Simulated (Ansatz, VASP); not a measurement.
## One calculation of KF, two programs

```
CELL_PARAMETERS angstrom
0.00000 2.67350 2.67350
2.67350 0.00000 2.67350
2.67350 2.67350 0.00000
ATOMIC_POSITIONS crystal
K 0.97662 0.02338 0.02338
F 0.50000 0.50000 0.50000
```

Change from the starting cell: all K atoms moved +0.125 Å, as atom 1 along Cartesian [1 0 0].

Alike in both runs: task single point; functional PBE; k mesh 8 × 8 × 8; occupations gaussian, width 0.05 eV; no spin polarisation.

```csv
,VASP,Ansatz
version,VASP 6.6.1,Ansatz 0.2.0
potentials or method,"VASP PAW PBE potentials, release 64 (K_sv, F)","scalar-relativistic, plane waves, PAW"
plane-wave cutoff (eV),520,420
valence electrons in the cell,16,16
```

```csv
,VASP,Ansatz,Ansatz less VASP
gap on the k mesh at the Fermi level (eV),6.16,6.17,+0.016
least direct gap on the mesh (eV),6.16,6.17,+0.016
pressure (GPa),1.6,1.5,-0.05
largest component of the traceless stress (GPa),0.56,0.54,-0.021
rms of the force components (eV/Å),0.127,0.122,-0.0050
```

Atom by atom the forces differ by 0.005 eV/Å (rms over components).

A k mesh can miss the band edges.
